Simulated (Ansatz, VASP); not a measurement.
# Two plane-wave programs on MgO

File POSCAR:

```
MgO
1.0
    3.1566885389      0.0000000000      0.0000000000
   -1.5783442695      2.7337724665      0.0000000000
    0.0000000000      0.0000000000      4.8329916238
Mg O
2 2
Direct
    0.3333333333      0.6666666667     -0.0110121693
    0.6666666667      0.3333333333      0.4889878307
    0.3333333333      0.6666666667      0.3860121693
    0.6666666667      0.3333333333      0.8860121693
```

INCAR.step1

```
SYSTEM = MgO
PREC = Accurate
ENCUT = 520
ISMEAR = 0
SIGMA = 0.01
LREAL = .False.
LASPH = .True.
NELM = 80
NBANDS = 16
GGA = PE
ALGO = Normal
EDIFF = 1E-4
LWAVE = .True.
LCHARG = .False.
```

Contents of INCAR.step2:

```
SYSTEM = MgO
PREC = Accurate
ENCUT = 520
EDIFF = 1E-7
ISMEAR = 0
SIGMA = 0.01
LREAL = .False.
LASPH = .True.
NELM = 80
ALGO = Normal
ISIF = 2
LWAVE = .False.
LCHARG = .False.
METAGGA = R2SCAN
LMIXTAU = .True.
NBANDS = 16
ISTART = 1
```

The input KPOINTS:

```
Automatic mesh
0
Gamma
  12 12 6
  0 0 0
```

Input for Ansatz:

```yaml
crystal:
  lattice:
    - [3.1566885389, 0.0, 0.0]
    - [-1.5783442695, 2.7337724665, 0.0]
    - [0.0, 0.0, 4.8329916238]
  atoms:
    - { symbol: Mg, position: [0.3333333333, 0.6666666667, -0.0110121693] }
    - { symbol: Mg, position: [0.6666666667, 0.3333333333, 0.4889878307] }
    - { symbol: O, position: [0.3333333333, 0.6666666667, 0.3860121693] }
    - { symbol: O, position: [0.6666666667, 0.3333333333, 0.8860121693] }
kpoints:
  mp_grid: { grid: [12, 12, 6] }
  band_path:
    path:
      - [0.0, 0.0, 0.0]
      - [0.5, 0.0, 0.0]
      - [0.3333333333, 0.3333333333, 0.0]
      - [0.0, 0.0, 0.5]
      - [0.5, 0.0, 0.5]
      - [0.3333333333, 0.3333333333, 0.5]
    npoints: 1
hamiltonian:
  xc: r2scan
scf:
  occupations: { method: fixed }
  n_extra_bands: 5
output:
  forces: true
  stress: true
  eigenvalues: true
```

Change from the starting cell: hydrostatic strain -4.0%.

Alike in both runs: task single point; functional r2SCAN; k mesh 12 × 12 × 6; no spin polarisation.

|  | VASP | Ansatz |
| --- | --- | --- |
| version | VASP 6.6.1 | Ansatz 0.2.0 |
| potentials or method | VASP PAW PBE potentials, release 64 (Mg, O) | plane waves, PAW |
| plane-wave cutoff (eV) | 520 | 500 |
| occupations | gaussian, width 0.01 eV | fixed |
| valence electrons in the cell | 16 | 32 |

Ansatz gave:

```
gap on the k mesh at the Fermi level (eV)       : 4.96
pressure (GPa)                                  : 19.8
largest component of the traceless stress (GPa) : 3.18
```

Q: What did VASP give for the same quantities?

A: gap on the k mesh at the Fermi level (eV): 4.94; pressure (GPa): 19.6; largest component of the traceless stress (GPa): 3.24.

The two sets of potentials don't hold the same shells in valence.

Caveats: so large a pressure means that the cell lies far from this level's equilibrium, or that cutoff or potentials fall short (VASP); the potentials were made for another functional, which shifts forces and pressure (VASP). A k mesh can miss the band edges.
